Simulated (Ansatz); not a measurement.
```yaml
crystal:
  periodic: [false, false, false]
  atoms:
    - {symbol: O, position_ang: [2.504366, -1.644889, 0.453939]}
    - {symbol: C, position_ang: [1.178005, -1.101716, 1.276446]}
    - {symbol: C, position_ang: [0.259325, -0.412816, 0.266017]}
    - {symbol: C, position_ang: [0.562265, 0.870382, -0.398155]}
    - {symbol: C, position_ang: [0.102583, 1.411201, -1.330717]}
    - {symbol: C, position_ang: [-1.309140, 1.323672, -1.085660]}
    - {symbol: C, position_ang: [-2.036168, 0.384211, -0.149988]}
    - {symbol: C, position_ang: [-0.934260, -0.277402, 0.763037]}
    - {symbol: H, position_ang: [2.168444, -1.942950, -0.079811]}
    - {symbol: H, position_ang: [0.711524, -2.056647, 1.817683]}
    - {symbol: H, position_ang: [1.522564, -0.583327, 2.157100]}
    - {symbol: H, position_ang: [1.910471, 0.640921, -0.503034]}
    - {symbol: H, position_ang: [0.708845, 2.234718, -1.985829]}
    - {symbol: H, position_ang: [-2.080602, 2.077531, -2.066369]}
    - {symbol: H, position_ang: [-3.077998, 0.354368, -0.109672]}
    - {symbol: H, position_ang: [-1.550433, -0.976930, 1.373667]}
basis:
  gaussian: {orbitals: ANO-RCC-VTZP, fitting: {mean_field: def2-universal-jkfit}, final_grid: {core_spheres: 5, valence_spheres: 4, degree: 11}}
total_charge: -1
magnetization: {spin_polarized: true, initial_magnetization: 9}
hamiltonian: {xc: {name: r2SCANh}, dispersion: d3bj}
output: {forces: true}
```

```sh
$ ansatz run in.yaml --threads 2 --pin off --events-out ev --progress --plain --max-ram 32768MiB --backend cuda --devices 0, --max-vram 18GiB
```

Shortened log:

```
Warning: the engine holds no damping parameters fitted to this dispersion correction and functional, so the run takes those fitted to r2scanh beside the three-body term, which d3bj leaves out (hamiltonian.dispersion, under Limitations)
Functional definition: r2SCANh
746 factors; integrals over basis functions are off by at most 5.7e-1 eV
mean field evaluation 1: about -9395.7777 eV, gradient 5.0e1 eV
mean field evaluation 2: about -9320.5253 eV, gradient 1.2e2 eV
mean field evaluation 4: about -9394.1487 eV, gradient 4.3e1 eV
mean field evaluation 8: about -9407.4321 eV, gradient 7.2e0 eV
mean field evaluation 16: about -9407.8125 eV, gradient 4.2e-3 eV
mean field -9407.81254407 eV, -345.7307341503 hartree, gradient 1.7e-5 eV, S^2 24.779870; 10 other end points of the search recorded, 0 dependent functions left out
reference -9407.81257787 eV, -345.7307353922 hartree; 34, 25 occupied and 318, 327 virtual orbitals, 746 factors
Total energy: -9407.94141181 eV, -345.7354699521 hartree
Relativity: scalar
Atom 0 at     2.504366    -1.644889     0.453939 Å, force    21.469302    15.226136    28.049310 eV/Å
Atom 1 at     1.178005    -1.101716     1.276446 Å, force    -3.527793    -0.887784     2.255921 eV/Å
Atom 2 at     0.259325    -0.412816     0.266017 Å, force     8.390213    -0.639013    -1.678911 eV/Å
Atom 3 at     0.562265     0.870382    -0.398155 Å, force     6.012033    -8.158754    12.536863 eV/Å
Atom 4 at     0.102583     1.411201    -1.330717 Å, force    -4.455591     8.284545   -11.835739 eV/Å
Atom 5 at    -1.309140     1.323672    -1.085660 Å, force    -3.351162     2.088063    -2.351434 eV/Å
Atom 6 at    -2.036168     0.384211    -0.149988 Å, force     4.157675     0.740311    -1.274723 eV/Å
Atom 7 at    -0.934260    -0.277402     0.763037 Å, force   -12.665286    -0.099073     3.735683 eV/Å
Atom 8 at     2.168444    -1.942950    -0.079811 Å, force   -18.356647   -16.791263   -29.895372 eV/Å
Atom 9 at     0.711524    -2.056647     1.817683 Å, force     0.754884     1.358293    -1.724452 eV/Å
Atom 10 at     1.522564    -0.583327     2.157100 Å, force     0.103587     1.078270     0.203764 eV/Å
Atom 11 at     1.910471     0.640921    -0.503034 Å, force     1.332239    -0.056270    -0.586758 eV/Å
Atom 12 at     0.708845     2.234718    -1.985829 Å, force    -1.423086    -1.081290     0.458698 eV/Å
Atom 13 at    -2.080602     2.077531    -2.066369 Å, force     1.209177    -1.224445     1.501841 eV/Å
Atom 14 at    -3.077998     0.354368    -0.109672 Å, force    -1.240995    -0.208887     0.316569 eV/Å
Atom 15 at    -1.550433    -0.976930     1.373667 Å, force     1.591450     0.371163     0.288739 eV/Å
Dipole moment:    -0.385883     0.531908    -0.166515 e Å
```

(1) What is wrong with this run?

Results:

(1) The spin is set far too high for this molecule. The run converged. The result belongs to that input, not to the molecule as meant.
